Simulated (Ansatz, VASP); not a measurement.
# Cross-check of V (V wire along [111], 10 atoms a period) between VASP and Ansatz

One calculation is typed for both programs; each brings its own data sets. How far apart do they land? The structure shown is the start of the Ansatz relaxation below; VASP solves that cell, so the two are compared at the walk's first step.

Method: plane waves, with VASP 6.6.1 beside it; single point at PBE, in Ansatz 0.2.0.

### 1. Starting point

The cell holds 10 atoms: 10 V. Its edges and angles: a = 13.143 Å, b = 12.903 Å, c = 2.589 Å, α = 90.0°, β = 90.0°, γ = 90.0°. Vacuum lies along a and b. The structure's axis is c.

### 2. Ansatz: relaxation, PBE

Ansatz runs on its PAW soft_1 files.

The two programs are compared at the cell with which this relaxation starts, whose forces are those of its first step.

File input.yaml:

```yaml
crystal:
  lattice:
    - [13.143, 0.0, 0.0]
    - [0.0, 12.903, 0.0]
    - [0.0, 0.0, 2.5894159573]
  atoms:
    - { symbol: V, position: [0.419557884, 0.452710593, 0.0] }
    - { symbol: V, position: [0.580422929, 0.736519565, 0.0] }
    - { symbol: V, position: [0.25869284, 0.358107602, 0.333333333] }
    - { symbol: V, position: [0.419557884, 0.641916574, 0.333333333] }
    - { symbol: V, position: [0.580422929, 0.358107602, 0.333333333] }
    - { symbol: V, position: [0.741287973, 0.641916574, 0.333333333] }
    - { symbol: V, position: [0.25869284, 0.547313583, 0.666666667] }
    - { symbol: V, position: [0.419557884, 0.263504611, 0.666666667] }
    - { symbol: V, position: [0.580422929, 0.547313583, 0.666666667] }
    - { symbol: V, position: [0.741287973, 0.452710593, 0.0] }
kpoints:
  mp_grid: { grid: [1, 1, 31] }
scf:
  occupations: { method: fermi_dirac, width: 0.05 }
hamiltonian:
  xc: pbe
  pseudopotentials: { kind: paw, azcp: { folder: soft_1 } }
relax:
  cell: { fix: [a, b, alpha, beta, gamma] }
  max_steps: 45
  f_tol: 0.03
```

Command:

```sh
> ansatz run input.yaml --threads 4 --pin off --max-ram 16384MiB --backend cpu --events-out ev --progress --plain --runs-dir out
```

Numbers of over 12 decimals in the logs are rounded to 6 here.

Output:

```text
Engine: ansatz 0.2.0, x86_64-unknown-linux-gnu
Pseudopotentials: kind: paw
Pseudopotential: V, paw, valence charge 13, recommended cutoff 420 eV (normal), soft_1/V.paw.azcp
Functional definition: PBE
  parameter kappa = 0.804
  parameter beta = 0.066725
  exchange = pbe_x(kappa = kappa, mu = beta*pi^2/3)
  correlation = pbe_c(beta = beta)
Crystal: 10 atoms, lattice volume = 439.124 Å³
Basis set: ecut = 420 eV, 8613 PW (Γ), exchange–correlation on 180×180×36 points (8 copies of the dense FFT grid, shifted against one another)
Bands: 78, of which v1, the nominal top of the filled ones, is band 65 counted from 1 (64 counted from 0)
Symmetry: 2 space group operations
Space group: P-1 (ITA 2), of the structure as read, at distance tolerance 7.6e-5 Å
k-points: 16 of 31
Non-local potential: V, projectors of the file, l = 0: 3, l = 1: 2, l = 2: 3, l = 3: 1
PAW form: soft (Blöchl's): semilocal exchange-correlation on the pseudo side does not see the compensation charge
PAW one-centre angular grid: V, 590 points (default); XC on 64 Gauss nodes
Initial density: superposition of atomic densities (neutral atoms: chi_scale 0, normalization atom)
Initial wavefunctions: pseudopotential atomic-orbital guess
Functional: x = pbe(κ = 0.804, μ = 0.219515), c = pbe(β = 0.066725)
SCF iter   1: F=—  HF=-29128.768002 eV  |F-HF|=—  |Δ(HF+E_count)|=         —  Δρ=7.10e-2  dr2=1.61e2  ethr=3.10e-3  ⟨swp⟩=11.7  Hψ=6107  notcnv=0
preconditioner: auto → LDOS  [metal: Δε(μ)=0.007 eV  Ē_g=3.151 eV  σ=0.050 eV  W_gap=0.04  n_scr=68 (ndim 8)  ℏωp=12.5 eV  f_vac=0.506  D(μ)=13.23/eV (n_scr^D=68)  β→1.0]
SCF iter   2: F=—  HF=-29141.546414 eV  |F-HF|=—  |Δ(HF+E_count)|=    1.28e1  Δρ=1.31e-1  dr2=6.04e2  ethr=3.10e-3  ⟨swp⟩=12.9  Hψ=7792  notcnv=0  defer=9  recentre
SCF iter   3: F=—  HF=-29114.853583 eV  |F-HF|=—  |Δ(HF+E_count)|=    2.67e1  Δρ=2.72e-2  dr2=2.87e1  ethr=3.10e-3  ⟨swp⟩=9.6  Hψ=6338  notcnv=0  defer=3
SCF iter   4: F=—  HF=-29112.637506 eV  |F-HF|=—  |Δ(HF+E_count)|=    2.22e0  Δρ=9.45e-3  dr2=3.03e0  ethr=3.10e-3  ⟨swp⟩=6.8  Hψ=2928  notcnv=0  defer=4
SCF iter   5: F=—  HF=-29112.418201 eV  |F-HF|=—  |Δ(HF+E_count)|=   2.19e-1  Δρ=5.48e-3  dr2=2.99e-1  ethr=2.33e-3  ⟨swp⟩=3.1  Hψ=1945  notcnv=0
SCF iter   6: F=—  HF=-29112.410689 eV  |F-HF|=—  |Δ(HF+E_count)|=   7.51e-3  Δρ=1.65e-3  dr2=2.76e-2  ethr=2.30e-4  ⟨swp⟩=5.4  Hψ=2249  notcnv=0  defer=6
SCF iter   7: F=—  HF=-29112.407010 eV  |F-HF|=—  |Δ(HF+E_count)|=   3.68e-3  Δρ=7.01e-4  dr2=2.93e-3  ethr=2.12e-5  ⟨swp⟩=3.3  Hψ=2172  notcnv=0  defer=3
SCF iter   8: F=—  HF=-29112.407502 eV  |F-HF|=—  |Δ(HF+E_count)|=   4.92e-4  Δρ=3.20e-4  dr2=1.69e-3  ethr=2.26e-6  ⟨swp⟩=3.2  Hψ=2141  notcnv=0  defer=1
SCF iter   9: F=—  HF=-29112.407589 eV  |F-HF|=—  |Δ(HF+E_count)|=   8.75e-5  Δρ=1.44e-4  dr2=5.49e-4  ethr=1.30e-6  ⟨swp⟩=1.6  Hψ=1357  notcnv=0
SCF iter  10: F=—  HF=-29112.407598 eV  |F-HF|=—  |Δ(HF+E_count)|=   8.36e-6  Δρ=6.72e-5  dr2=5.48e-5  ethr=4.23e-7  ⟨swp⟩=2.0  Hψ=1592  notcnv=0
SCF iter  11: F=—  HF=-29112.407862 eV  |F-HF|=—  |Δ(HF+E_count)|=   2.64e-4  Δρ=3.44e-5  dr2=8.45e-6  ethr=4.21e-8  ⟨swp⟩=2.1  Hψ=1631  notcnv=0
SCF iter  12: F=—  HF=-29112.407863 eV  |F-HF|=—  |Δ(HF+E_count)|=   1.03e-6  Δρ=1.40e-5  dr2=2.47e-6  ethr=6.50e-9  ⟨swp⟩=2.3  Hψ=1819  notcnv=0
SCF iter  13: F=—  HF=-29112.407863 eV  |F-HF|=—  |Δ(HF+E_count)|=   1.53e-7  Δρ=4.36e-6  dr2=1.84e-7  ethr=1.90e-9  ⟨swp⟩=2.0  Hψ=1560  notcnv=0
SCF iter  14: F=-29112.407863 eV  HF=-29112.407863 eV  |F-HF|=1.16e-9  |Δ(HF+E_count)|=   5.54e-8  Δρ=1.77e-6  dr2=2.91e-8  ethr=7.69e-11  ⟨swp⟩=5.5  Hψ=4174  notcnv=0
SCF 1 converged in 14 iterations: F = -29112.407863 eV  dr2 = 2.91e-8
  greatest PAW one-centre occupation: 1.000 electrons in one spin orbital (limit 2), on the V atom at site 8 (counted from 0), in its partial waves of l = 0
relax step   1: F+E_penalty+E_count = -29112.40786341 eV  Δ(F+E_penalty+E_count) = +0.000e0 eV  max|allowed force component| = 1.306e0 eV/Å  Δτ_max = 0.0000 Å  P = -4.851 GPa  Ω = 439.124 Å³  fix = [a, b, alpha, beta, gamma]  reactions: a -4.505, b -4.099 GPa; alpha -0.154, beta -0.250, gamma +0.342 GPa/rad  (14 SCF iters, dr2 threshold 1.00e-7 eV, accepted)
[...]
relax step   5: F+E_penalty+E_count = -29113.45731312 eV  Δ(F+E_penalty+E_count) = -1.240e-2 eV  max|allowed force component| = 3.156e-2 eV/Å  Δτ_max = 0.0367 Å  P = -0.064 GPa  Ω = 416.847 Å³  energy of the carried Pulay correction = +5.976e-3 eV  fix = [a, b, alpha, beta, gamma]  reactions: a -0.086, b -0.025 GPa; alpha -0.002, beta +0.001, gamma +0.035 GPa/rad  (7 SCF iters, dr2 threshold 1.00e-6 eV, accepted)
[...]
relax step   6: F+E_penalty+E_count = -29113.45800713 eV  Δ(F+E_penalty+E_count) = -6.940e-4 eV  max|allowed force component| = 1.727e-2 eV/Å  Δτ_max = 0.0045 Å  P = -0.023 GPa  Ω = 416.464 Å³  energy of the carried Pulay correction = +6.082e-3 eV  fix = [a, b, alpha, beta, gamma]  reactions: a -0.048, b -0.005 GPa; alpha +0.002, beta +0.002, gamma +0.017 GPa/rad  (7 SCF iters, dr2 threshold 6.23e-8 eV, accepted)
[...]
relax step   7: F+E_penalty+E_count = -29113.45112744 eV  Δ(F+E_penalty+E_count) = +6.880e-3 eV  max|allowed force component| = 1.744e-2 eV/Å  Δτ_max = 0.0000 Å  P = -0.010 GPa  Ω = 416.464 Å³  fix = [a, b, alpha, beta, gamma]  reactions: a -0.032, b +0.006 GPa; alpha +0.002, beta +0.002, gamma +0.015 GPa/rad  stress off target by 4.09e-3 GPa on what of the cell is left free  SCF on the basis re-selected at this cell (its energy is not comparable with the rows above)  (9 SCF iters)
basis re-selected at this cell: Δ(F+E_penalty+E_count) = +6.880e-3 eV, ΔP = +0.013 GPa vs the last step (what re-selecting the basis moved, of the pressure what is left beyond the Pulay correction that the steps carried, after the strain that the cell walked since its last selection, with what the two solves' SCF thresholds leave and, on support functions, any second-order correction that the steps lacked; it is no m [...]
SCF converged after 9 iterations
Free energy (F): -29113.451127 eV
Harris-Foulkes:  -29113.451127 eV  (|F-HF|=7.28e-12)
Internal energy: -29113.329980 eV  (E = F + TS)
E sigma→0 (E₀):  -29113.390554 eV
Entropy (-TS):   -0.121147 eV (-12.115 meV/atom)
Fermi energy:    2.909551 eV
--- Per-component energies (eV) ---
  E_band       = -3236.041116
  E_kinetic    = 2959.471924
  E_local      = -66949.180752  (includes V_loc(G=0)·N_el)
  E_nonlocal   = 840.629575
  E_hartree    = 31748.453327
  E_xc         = -1142.141298
  E_vxc        = -1444.089494  (∫ρ·V_xc dr)
  E_paw        = -11265.444502  (= ΣΔE_a)
  E_vpaw       = -2139.789821  (= ΣTr[D̂ρ^β])
  E_aug_tail   = 0.010723  (compensation charges beyond the density's cutoff)
  E_ewald      = 14694.871022
  E_smearing   = -0.121147  (= −TS)
  E_closure    = -0.000000  (closes the sum)
  Σ components = -29113.451127   (vs F -29113.451127, Δ=0.00e0)
--- Forces (eV/Å), atoms counted from 1 ---
  atom   1  V     -0.01744023    -0.01162421    -0.00062380
  atom   2  V     -0.01597509     0.00404725    -0.00870444
  atom   3  V     -0.01148491    -0.00194444    -0.01092603
  atom   4  V      0.00052274    -0.00011526     0.00020658
  atom   5  V     -0.00052274     0.00011526    -0.00020658
  atom   6  V      0.01148491     0.00194444     0.01092603
  atom   7  V      0.00461792     0.01356732     0.00748799
  atom   8  V      0.01597509    -0.00404725     0.00870444
  atom   9  V      0.01744023     0.01162421     0.00062380
  atom  10  V     -0.00461792    -0.01356732    -0.00748799
  max |Σ_I F_I| component: 3.47e-18 eV/Å
--- Stress (GPa, compression-positive) ---
       -0.032393      -0.015216      -0.001965
       -0.015216       0.005991      -0.001985
       -0.001965      -0.001985      -0.004087
  P = ⅓ Tr σ = -0.0102 GPa (-0.102 kbar)
--- Relaxed structure (6 steps of the walk, 6 accepted, 1 SCFs on fresh bases) ---
  F+E_penalty+E_count = -29113.45112744 eV   max|allowed force component| = 1.744e-2 eV/Å   (the final SCF, on the basis selected at the relaxed cell)
  cell:  # Å, volume = 416.4642 Å³
    - [13.143, 0, 0]
    - [0, 12.903, 0]
    - [0, 0, 2.455797]
  atoms:
    - { symbol: V, position: [0.422073, 0.454243, -0.022320] }
    - { symbol: V, position: [0.576980, 0.727600, 0.042084] }
    - { symbol: V, position: [0.271906, 0.365637, 0.284975] }
    - { symbol: V, position: [0.417039, 0.646512, 0.333924] }
    - { symbol: V, position: [0.582961, 0.353512, 0.332743] }
    - { symbol: V, position: [0.728094, 0.634387, 0.381691] }
    - { symbol: V, position: [0.268253, 0.546405, 0.627285] }
    - { symbol: V, position: [0.423020, 0.272424, 0.624583] }
    - { symbol: V, position: [0.577927, 0.545781, 0.688987] }
    - { symbol: V, position: [0.731747, 0.453619, 0.039381] }
```

In the SCF lines HF is the Harris–Foulkes energy and dr2 the Hartree energy of the density residual, in eV; the loop may stop once dr2 is under the threshold and the program's other checks hold. Hψ counts applications of the Hamiltonian.

### 3. VASP: single point, PBE, start cell

The same cell, functional, mesh and smearing now go to VASP, with its own data sets.

Lines of VASP's logs that name or quote its potential files are left out, and so is its time.

File INCAR:

```
SYSTEM = V
PREC = Accurate
ENCUT = 400
EDIFF = 1E-06
NELM = 120
ISMEAR = -1
SIGMA = 0.05
LREAL = .FALSE.
ALGO = Normal
GGA = PE
NBANDS = 80
LASPH = .TRUE.
LORBIT = 11
LWAVE = .FALSE.
LCHARG = .FALSE.
ISIF = 2
GGA_COMPAT = .FALSE.
KPAR = 2
```

File POSCAR:

```
V
1.0
   13.1430000000      0.0000000000      0.0000000000
    0.0000000000     12.9030000000      0.0000000000
    0.0000000000      0.0000000000      2.5894160000
V
10
Direct
    0.4195674504      0.4527106099      0.0000000000
    0.5804325496      0.7365195691      0.0000000000
    0.2587024271      0.3581075719      0.3333334621
    0.4195674504      0.6419166085      0.3333334621
    0.5804325496      0.3581075719      0.3333334621
    0.7412975729      0.6419166085      0.3333334621
    0.2587024271      0.5473135705      0.6666665379
    0.4195674504      0.2635046113      0.6666665379
    0.5804325496      0.5473135705      0.6666665379
    0.7412975729      0.4527106099      0.0000000000
```

File KPOINTS:

```
Automatic mesh
0
Gamma
1 1 31
0 0 0
```

Potentials, in the order of the species: V_sv (PBE family, release 64).

Command:

```sh
> mpirun -np 2 vasp_std
```

Output:

```text
[banner, memory and clock lines left out]
running    2 mpi-ranks, on    1 nodes
 distrk:  each k-point on    1 cores,    2 groups
 distr:  one band on    1 cores,    1 groups

 POSCAR found type information on POSCAR V
 POSCAR found :  1 types and      10 ions
 LDA part: xc-table for (Slater+PW92), standard interpolation
 POSCAR, INCAR and KPOINTS ok, starting setup
 FFT: planning ... GRIDC
 FFT: planning ... GRID_SOFT
 FFT: planning ... GRID
 WAVECAR not read
 entering main loop
       N       E                     dE             d eps       ncg     rms          rms(c)
DAV:   1     0.141982077264E+04    0.14198E+04   -0.76262E+04  3584   0.125E+03
DAV:   2    -0.259271027944E+02   -0.14457E+04   -0.14169E+04  2608   0.469E+02
DAV:   3    -0.946247345271E+02   -0.68698E+02   -0.65823E+02  3584   0.100E+02
DAV:   4    -0.974259458872E+02   -0.28012E+01   -0.27191E+01  3424   0.164E+01
DAV:   5    -0.975234364471E+02   -0.97491E-01   -0.96058E-01  3440   0.270E+00    0.481E+01
DAV:   6    -0.119065618587E+03   -0.21542E+02   -0.38457E+02  3448   0.764E+01    0.511E+01
DAV:   7    -0.108190315058E+03    0.10875E+02   -0.45196E+02  3760   0.607E+01    0.603E+01
DAV:   8    -0.832639222460E+02    0.24926E+02   -0.31219E+02  3648   0.536E+01    0.203E+01
DAV:   9    -0.797637257968E+02    0.35002E+01   -0.42029E+01  3424   0.224E+01    0.116E+01
DAV:  10    -0.791249959120E+02    0.63873E+00   -0.45671E+00  3440   0.896E+00    0.871E+00
DAV:  11    -0.788923007136E+02    0.23270E+00   -0.13136E+00  3496   0.588E+00    0.737E+00
DAV:  12    -0.783409245035E+02    0.55138E+00   -0.15147E+00  3168   0.629E+00    0.257E+00
DAV:  13    -0.783006092702E+02    0.40315E-01   -0.31631E-01  3416   0.342E+00    0.245E+00
DAV:  14    -0.782812582787E+02    0.19351E-01   -0.32516E-01  3456   0.328E+00    0.209E+00
[...]
DAV:  19    -0.782519830146E+02   -0.15128E-02   -0.20174E-03  3280   0.249E-01    0.132E-01
DAV:  20    -0.782526255016E+02   -0.64249E-03   -0.15075E-03  3416   0.226E-01    0.612E-02
DAV:  21    -0.782530857847E+02   -0.46028E-03   -0.14216E-04  3184   0.640E-02    0.365E-02
DAV:  22    -0.782533987180E+02   -0.31293E-03   -0.14536E-04  3120   0.527E-02    0.111E-02
DAV:  23    -0.782534419824E+02   -0.43264E-04   -0.26819E-05  2888   0.273E-02    0.763E-03
DAV:  24    -0.782534780165E+02   -0.36034E-04   -0.89731E-06  2424   0.134E-02    0.416E-03
DAV:  25    -0.782534853636E+02   -0.73472E-05   -0.27671E-06  2160   0.641E-03    0.560E-03
DAV:  26    -0.782534855494E+02   -0.18574E-06   -0.24528E-06  2112   0.919E-03
   1 F= -.78253486E+02 E0= -.78170046E+02  d E =-.166879E+00
```

(Part 1 of 2 ends here.)

[Lines on the potential files, build, host, timing and source positions are cut from VASP's logs without a mark.]

[Logs are printed without paths, hosts, clocks, repeated set-up lines and the standing remarks that a program may print on its own settings, such as how far it seeks lower states.]

[Hosts, paths, dates, database ids (printed as entryN), source tags and the programs' standing remarks are cut or masked in the printed files.]
